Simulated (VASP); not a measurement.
# RbCl (Fm-3m) in VASP: notebook

One crystal, RbCl, is run at these levels: PBEsol; tasks: relaxation of the atoms.

Program: VASP 6.6.1. These are calculated values, not measurements. Logs are shortened: lines on timing, memory, paths and dates and some standing lists are left out, and cuts for length are marked.

## Step 1: The structure

The structure is cubic, space group Fm-3m (No. 225). The conventional cell has a = 6.548 Å, b = 6.548 Å, c = 6.548 Å, α = 90.00°, β = 90.00°, γ = 90.00°. Around Rb (site symmetry m-3m) lie 6 Cl at 3.27 Å. Cl (site symmetry m-3m) is surrounded by 6 Rb at 3.27 Å.

## Step 2: Relaxation of the atoms, PBEsol

The input, INCAR:

```
SYSTEM = RbCl
  ALGO = Fast
  EDIFF = 1E-7
  EDIFFG = -0.01
  ENCUT = 600
  GGA = PS
  IBRION = 2
  ISIF = 2
  ISMEAR = 0
  LASPH = .True.
  LCHARG = .False.
  LREAL = .False.
  LWAVE = .False.
  NELM = 80
  NSW = 40
  PREC = Accurate
  SIGMA = 0.03
```

The input, KPOINTS:

```
k-points
0
Gamma
  8 8 8
  0 0 0
```

The input, POSCAR:

```
RbCl                                    
1.0
    0.0000000000      3.2740000000      3.2740000000
    3.2740000000      0.0000000000      3.2740000000
    3.2740000000      3.2740000000      0.0000000000
  Rb              Cl            
     1     1
Direct
     0.0000000000000000    0.0000000000000000    0.0000000000000000
     0.5000000000000000    0.5000000000000000    0.5000000000000000
```

Potentials or basis: VASP PAW PBE potentials, release 64 (Rb_sv, Cl).

The run is started by

```console
$ cat potpaw_PBE.64/Rb_sv/POTCAR potpaw_PBE.64/Cl/POTCAR > POTCAR
$ mpirun -np 1 vasp_std > vasp.out
```

OUTCAR:

```text
SYSTEM = RbCl
   EDIFF = 1E-7
   EDIFFG = -0.01
   ENCUT = 600
   GGA = PS
   IBRION = 2
   ISIF = 2
   ISMEAR = 0
   LASPH = .True.
   LREAL = .False.
   NELM = 80
   NSW = 40
   PREC = Accurate

 ion  position               nearest neighbor table
   1  0.000  0.000  0.000-   2 3.27   2 3.27   2 3.27   2 3.27   2 3.27   2 3.27
   2  0.500  0.500  0.500-   1 3.27   1 3.27   1 3.27   1 3.27   1 3.27   1 3.27

  LATTYP: Found a face centered cubic cell.
 ALAT       =     6.5480000000

  Lattice vectors:

 A1 = (   0.0000000000,   3.2740000000,   3.2740000000)
 A2 = (   3.2740000000,   0.0000000000,   3.2740000000)
 A3 = (   3.2740000000,   3.2740000000,   0.0000000000)

Analysis of symmetry for initial positions (statically):
=====================================================================
 Subroutine PRICEL returns:
 Original cell was already a primitive cell.

 Routine SETGRP: Setting up the symmetry group for a
 face centered cubic supercell.

 Subroutine GETGRP returns: Found 48 space group operations
 (whereof 48 operations were pure point group operations)
 out of a pool of 48 trial point group operations.

The static configuration has the point symmetry O_h .

Analysis of symmetry for dynamics (positions and initial velocities):
=====================================================================
 Subroutine PRICEL returns:
 Original cell was already a primitive cell.

 Routine SETGRP: Setting up the symmetry group for a
 face centered cubic supercell.

 Subroutine GETGRP returns: Found 48 space group operations
 (whereof 48 operations were pure point group operations)
 out of a pool of 48 trial point group operations.

The dynamic configuration has the point symmetry O_h .

 Subroutine INISYM returns: Found 48 space group operations
 (whereof 48 operations are pure point group operations),
 and found     1 'primitive' translations

----------------------------------------------------------------------------------------

                                     Primitive cell

  volume of cell :      70.1885

  direct lattice vectors                    reciprocal lattice vectors
     0.000000000  3.274000000  3.274000000    -0.152718387  0.152718387  0.152718387
     3.274000000  0.000000000  3.274000000     0.152718387 -0.152718387  0.152718387
     3.274000000  3.274000000  0.000000000     0.152718387  0.152718387 -0.152718387

  length of vectors
     4.630135203  4.630135203  4.630135203     0.264516006  0.264516006  0.264516006

  position of ions in fractional coordinates (direct lattice)
     0.000000000  0.000000000  0.000000000
     0.500000000  0.500000000  0.500000000

  ion indices of the primitive-cell ions
   primitive index   ion index
                 1           1
                 2           2

----------------------------------------------------------------------------------------

 KPOINTS: k-points

Automatic generation of k-mesh.
 Grid dimensions read from file:
 generate k-points for:    8    8    8

 Generating k-lattice:

  Cartesian coordinates                     Fractional coordinates (reciprocal lattice)
    -0.019089798  0.019089798  0.019089798     0.125000000  0.000000000  0.000000000
     0.019089798 -0.019089798  0.019089798     0.000000000  0.125000000  0.000000000
     0.019089798  0.019089798 -0.019089798     0.000000000  0.000000000  0.125000000

  Length of vectors
     0.033064501  0.033064501  0.033064501

  Shift w.r.t. Gamma in fractional coordinates (k-lattice)
     0.000000000  0.000000000  0.000000000

 Subroutine IBZKPT returns following result:
 ===========================================

 Found     29 irreducible k-points:

 Following reciprocal coordinates:
            Coordinates               Weight
  0.000000  0.000000  0.000000      1.000000
  0.125000  0.000000  0.000000      8.000000
  0.250000  0.000000  0.000000      8.000000
  0.375000  0.000000  0.000000      8.000000
  0.500000  0.000000  0.000000      4.000000
  0.125000  0.125000  0.000000      6.000000
[... 16 lines left out ...]
  0.500000  0.250000  0.125000     48.000000
 -0.375000  0.250000  0.125000     24.000000
 [... further k-points ...]
   k-points           NKPTS =     29   k-points in BZ     NKDIM =     29   number of bands    NBANDS=     12
   number of dos      NEDOS =    301   number of ions     NIONS =      2
   total plane-waves  NPLWV =  64000
   dimension x,y,z NGX =    40 NGY =   40 NGZ =   40
   dimension x,y,z NGXF=    80 NGYF=   80 NGZF=   80
   ions per type =               1   1
   NGX,Y,Z   is equivalent  to a cutoff of  14.36, 14.36, 14.36 a.u.
   NGXF,Y,Z  is equivalent  to a cutoff of  28.72, 28.72, 28.72 a.u.
 SYSTEM =  RbCl
   PREC   = accura    normal or accurate (medium, high low for compatibility)
   ISTART =      0    job   : 0-new  1-cont  2-samecut
   ICHARG =      2    charge: 1-file 2-atom 10-const
   ISPIN  =      1    spin polarized calculation?
   LNONCOLLINEAR =      F non collinear calculations
   LSORBIT =      F    spin-orbit coupling
   LASPH  =      T    aspherical Exc in radial PAW
   ENCUT  =  600.0 eV  44.10 Ry    6.64 a.u.   9.25  9.25  9.25*2*pi/ulx,y,z
   NELM   =     80;   NELMIN=  2; NELMDL= -5     # of ELM steps
   EDIFF  = 0.1E-06   stopping-criterion for ELM
   LREAL  =      F    real-space projection
   EDIFFG = -.1E-01   stopping-criterion for IOM
   NSW    =     40    number of steps for IOM
   IBRION =      2    ionic relax: 0-MD 1-quasi-New 2-CG
   NFREE  =      1    steps in history (QN), initial steepest desc. (CG)
   ISIF   =      2    stress and relaxation
   ISYM   =      2    0-nonsym 1-usesym 2-fastsym
   POTIM  = 0.5000    time-step for ionic-motion
   TEBEG  =    0.0;   TEEND  =   0.0 temperature during run
   PSTRESS=    0.0 pullay stress
   NELECT =      16.0000    total number of electrons
   NUPDOWN=      -1.0000    fix difference up-down
   EMIN   =  10.00;   EMAX   =-10.00  energy-range for DOS
   EFERMI =   0.00;   METHOD = LEGACY
   ISMEAR =     0;   SIGMA  =   0.03  broadening in eV -4-tet -1-fermi 0-gaus
   EFERMI_NEDOS =   21; number of points for ismear=-14 and -15
   IALGO  =     68    algorithm
   IMIX   =      4    mixing-type and parameters
     AMIX     =   0.40;   BMIX     =  1.00
     AMIX_MAG =   1.60;   BMIX_MAG =  1.00
  volume/ion in A,a.u.               =      35.09       236.83
  Fermi-wavevector in a.u.,A,eV,Ry     =   1.000060  1.889840 13.607465  1.000120
  Thomas-Fermi vector in A             =   2.132392
   LORBIT       =      0    0 simple, 1 ext, 2 COOP (PROOUT), +10 PAW based schemes
   GGA     = PS    functional components
   LHFCALC =     F    Hartree Fock is set to
   AEXX    =    0.0000 exact exchange contribution
   IVDW    =     0    specifies the selected vdW correction
   LEPSILON=     F    determine dielectric tensor
   LRPA    =     F    only Hartree local field effects (RPA)
 conjugate gradient relaxation of ions
 non-spin polarized calculation
 RMM-DIIS sequential band-by-band and
 Gauss-broadening in eV      SIGMA  =   0.03
  energy-cutoff  :      600.00
  volume of cell :       70.19
 maximum number of plane-waves:      2397
 NGX is ok and might be reduce to    40
   NGX = 19   NGY = 19   NGZ = 19

 number of electron      16.0000000 magnetization

 Free energy of the ion-electron system (eV)
  ---------------------------------------------------
  ext. energy  EPLUGINS =         0.00000000
  ---------------------------------------------------
  free energy    TOTEN  =        -6.89460349 eV

  energy without entropy =       -6.89460349  energy(sigma->0) =       -6.89460349

 E-fermi :  -1.7682     XC(G=0):  -7.5903

 val. band max:       -1.8944663248   @ k =   0.0000   0.0000   0.0000
 cond. band min:       2.9939139899   @ k =   0.0000   0.0000   0.0000
 fundamental gap:      4.8883803147
 Fermi energy:        -1.7681617397

 k-point     1 :       0.0000    0.0000    0.0000
  band No.  band energies     occupation
      1     -25.7350      2.00000
      2     -13.8771      2.00000
      3      -9.7950      2.00000
      4      -9.7950      2.00000
      5      -9.7950      2.00000
      6      -1.8945      2.00000
      7      -1.8945      2.00000
      8      -1.8945      2.00000
      9       2.9939      0.00000
     10       6.0185      0.00000
     11       6.0185      0.00000
     12       6.0186      0.00000

 k-point     2 :       0.1250    0.0000    0.0000
  band No.  band energies     occupation
      1     -25.7325      2.00000
      2     -13.8873      2.00000
      3      -9.7969      2.00000
      4      -9.7969      2.00000
      5      -9.7904      2.00000
      6      -2.0601      2.00000
      7      -1.9512      2.00000
      8      -1.9512      2.00000
      9       3.3677      0.00000
     10       5.8933      0.00000
     11       6.2184      0.00000
     12       6.2184      0.00000

 k-point     3 :       0.2500    0.0000    0.0000
  band No.  band energies     occupation
      1     -25.7262      2.00000
      2     -13.9118      2.00000
      3      -9.8015      2.00000
      4      -9.8015      2.00000
      5      -9.7794      2.00000
      6      -2.4049      2.00000
      7      -2.0826      2.00000
      8      -2.0826      2.00000
      9       4.2861      0.00000
     10       5.7811      0.00000
     11       6.7952      0.00000
     12       6.7952      0.00000

 k-point     4 :       0.3750    0.0000    0.0000
  band No.  band energies     occupation
      1     -25.7199      2.00000
      2     -13.9360      2.00000
      3      -9.8060      2.00000
      4      -9.8060      2.00000
      5      -9.7688      2.00000
      6      -2.6975      2.00000
      7      -2.2070      2.00000
      8      -2.2070      2.00000
      9       5.2952      0.00000
     10       5.8910      0.00000
     11       7.6480      0.00000
     12       7.6482      0.00000

 k-point     5 :       0.5000    0.0000    0.0000
  band No.  band energies     occupation
      1     -25.7173      2.00000
      2     -13.9460      2.00000
      3      -9.8078      2.00000
      4      -9.8078      2.00000
      5      -9.7645      2.00000
      6      -2.8080      2.00000
      7      -2.2567      2.00000
      8      -2.2567      2.00000
      9       5.7526      0.00000
     10       6.0257      0.00000
     11       8.2484      0.00000
     12       8.2499      0.00000
[... 228 lines left out ...]
      1     -25.7125      2.00000
      2     -13.8262      2.00000
      3     -10.0764      2.00000
      4      -9.9052      2.00000
      5      -9.9052      2.00000
      6      -2.2227      2.00000
      7      -1.9974      2.00000
      8      -1.9974      2.00000
      9       4.1786      0.00000
     10       6.1162      0.00000
     11       7.7462      0.00000
     12       8.1626      0.00000

 k-point    22 :       0.3750    0.2500    0.1250
  band No.  band energies     occupation
      1     -25.7217      2.00000
      2     -13.9023      2.00000
      3      -9.8705      2.00000
      4      -9.8171      2.00000
      5      -9.7952      2.00000
      6      -2.5109      2.00000
      7      -2.1278      2.00000
      8      -2.0043      2.00000
      9       4.7583      0.00000
     10       5.2123      0.00000
     11       7.3954      0.00000
     12       7.8245      0.00000

 k-point    23 :       0.5000    0.2500    0.1250
  band No.  band energies     occupation
      1     -25.7168      2.00000
      2     -13.9041      2.00000
      3      -9.9007      2.00000
      4      -9.8561      2.00000
      5      -9.7901      2.00000
      6      -2.5667      2.00000
      7      -2.2185      2.00000
      8      -2.0995      2.00000
      9       5.4040      0.00000
     10       5.5894      0.00000
     11       7.7694      0.00000
     12       8.1003      0.00000

 k-point    24 :      -0.3750    0.2500    0.1250
  band No.  band energies     occupation
      1     -25.7148      2.00000
      2     -13.9047      2.00000
      3      -9.9015      2.00000
      4      -9.8871      2.00000
      5      -9.7851      2.00000
      6      -2.5790      2.00000
      7      -2.2073      2.00000
      8      -2.1977      2.00000
      9       5.7364      0.00000
     10       5.8844      0.00000
     11       7.8101      0.00000
     12       7.9930      0.00000

 [... further k-points ...]

------------------------ aborting loop because EDIFF is reached ----------------------------------------

  FORCE on cell =-STRESS in cart. coord.  units (eV):
  Direction    XX          YY          ZZ          XY          YZ          ZX
  --------------------------------------------------------------------------------------
  -------------------------------------------------------------------------------------
  Total        0.0035080      0.0035080      0.0035080     -0.0000000     -0.0000000      0.0000000
  in kB        0.0800768      0.0800768      0.0800768     -0.0000000     -0.0000000      0.0000000
  external PRESSURE =       0.0800768 kB  Pullay stress =       0.0000000 kB

 VOLUME and BASIS-vectors are now :
 -----------------------------------------------------------------------------
  energy-cutoff  :      600.00
  volume of cell :       70.19
      direct lattice vectors                 reciprocal lattice vectors
     0.000000000  3.274000000  3.274000000    -0.152718387  0.152718387  0.152718387
     3.274000000  0.000000000  3.274000000     0.152718387 -0.152718387  0.152718387
     3.274000000  3.274000000  0.000000000     0.152718387  0.152718387 -0.152718387

 POSITION                                       TOTAL-FORCE (eV/Angst)
 -----------------------------------------------------------------------------------
      0.00000      0.00000      0.00000         0.000000      0.000000      0.000000
      3.27400      3.27400      3.27400        -0.000000     -0.000000     -0.000000
 -----------------------------------------------------------------------------------
    total drift:                                0.000000     -0.000000      0.000000

  FREE ENERGIE OF THE ION-ELECTRON SYSTEM (eV)
  ---------------------------------------------------
  free  energy   TOTEN  =        -6.8946034896 eV

  energy  without entropy=       -6.8946034896  energy(sigma->0) =       -6.89460349

 reached required accuracy - stopping structural energy minimisation
```

Wall time 23 s (1 thread of Intel Xeon 6975P-C (Granite Rapids), shared host); peak memory 0.24 GiB.

Results:

| Quantity | Value |
| --- | --- |
| Free energy | -6.8946 eV |
| Pressure after relaxing | 0.0 GPa |
| Band gap on the k mesh | 4.89 eV, direct |

Final structure:
```cif
data_structure
_symmetry_space_group_name_H-M 'P 1'
_symmetry_Int_Tables_number 1
_cell_length_a 4.6301
_cell_length_b 4.6301
_cell_length_c 4.6301
_cell_angle_alpha 60.000
_cell_angle_beta 60.000
_cell_angle_gamma 60.000
_cell_volume 70.19
loop_
_atom_site_label
_atom_site_type_symbol
_atom_site_fract_x
_atom_site_fract_y
_atom_site_fract_z
_atom_site_occupancy
Rb1 Rb 0.00000 0.00000 0.00000 1
Cl1 Cl 0.50000 0.50000 0.50000 1
```

Caveat: the relaxation stopped at its first step, so nothing moved; the PAW data sets were made with another functional, which shifts forces and pressure a little.

[end of part 1 of 2]
